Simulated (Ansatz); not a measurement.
**ZrO2: how the settings move a single-point run**

Question: which choices in the input matter for ZrO2?

The COD entry's cell or inner coordinates are ideal or old and differ from later refinements, so a difference from it is no clean test against experiment.

Computed with Ansatz 0.2.0 (reference: DFT, PBEsol, PAW with Ansatz's default frozen-core files, scalar-relativistic; levels and slopes on a fine mesh, independent-particle optical spectra, unless a step's input says otherwise).

## (1) The system as given

The structure is cubic, space group Fm-3m (No. 225). Conventional cell: a = 5.064 Å, b = 5.064 Å, c = 5.064 Å, α = 90.00°, β = 90.00°, γ = 90.00°. Zr (site symmetry m-3m) has 8 O at 2.19 Å as nearest neighbours. O (site symmetry -43m) has 4 Zr at 2.19 Å as nearest neighbours.

As a file:

```
CELL_PARAMETERS angstrom
0.00000 2.53213 2.53213
2.53213 0.00000 2.53213
2.53213 2.53213 0.00000
ATOMIC_POSITIONS crystal
Zr 0.00000 0.00000 0.00000
O 0.25000 0.25000 0.25000
O 0.75000 0.75000 0.75000
```

## (2) Baseline

input.yaml reads:

```yaml
crystal:
  lattice:
    - [0.0, 2.53212514384, 2.53212514384]
    - [2.53212514384, 0.0, 2.53212514384]
    - [2.53212514384, 2.53212514384, 0.0]
  atoms:
    - { symbol: Zr, position: [0.0, 0.0, 0.0] }
    - { symbol: O, position: [0.25, 0.25, 0.25] }
    - { symbol: O, position: [0.75, 0.75, 0.75] }
kpoints:
  mp_grid: { grid: [8, 8, 8] }
scf:
  occupations: { method: fixed }
hamiltonian:
  xc: pbesol
  pseudopotentials: { kind: paw }
output:
  forces: true
  stress: true
  eigenvalues: true
  eigenstates:
    nscf_kmesh: { grid: [12, 12, 12] }
    de_dk: true
    e_range: [-9, 13.32833402512]
  optics:
    e_range: [0, 25]
    de: 0.2
    sigma: 0.2
    bands: { spectra_wanted_up_to: 25 }
    nscf_kmesh: { grid: [12, 12, 12] }
checkpoint:
  write: ck
  write_wavefunctions: false
```

Run with:

```console
> ansatz run input.yaml --threads 2 --pin off --max-ram 6144MiB --backend cpu --events-out ev --progress --plain --runs-dir out
```

## (3) Variant: scf.algorithm direct_min, accuracy low

Edit input.yaml of step 2 so:

```diff
@@ -13,2 +13,3 @@
   occupations: { method: fixed }
+  algorithm: direct_min
 hamiltonian:
@@ -33 +34,2 @@
   write_wavefunctions: false
+accuracy: low
```

**Question.** What will these runs give? Wanted: for each run, ending; energy change; pressure; gap; force.

As calculated:

```
                                      run     ending  energy change  pressure (GPa)  gap (eV)  force (eV/Å)  cycles  time
                                reference  converged              0             0.0      3.33          0.00       -  11 s
1: scf.algorithm direct_min, accuracy low  converged   0.0 meV/atom             0.0      3.33          0.00       8  14 s
```

Residual by cycle in the longest SCF loop of each run; runs are numbered as in the table. The quantity is the density residual dr2, in eV.

```
cycle  reference    run 1
    1      0.071    0.064
    2     0.0357   0.0439
    3     4.1e-4   4.2e-5
    4     1.5e-5   8.2e-7
    5     7.2e-7   1.3e-8
    6     4.4e-9   1.5e-9
    7    3.1e-11  2.9e-11
    8    3.8e-13  6.6e-13
```

Energy and cycle count are those of the reference, so the change (solver) left the result and the number of cycles as they were.

These are semilocal Kohn-Sham gaps, which aren't the measured quantity. Such gaps usually fall short of the measured ones.
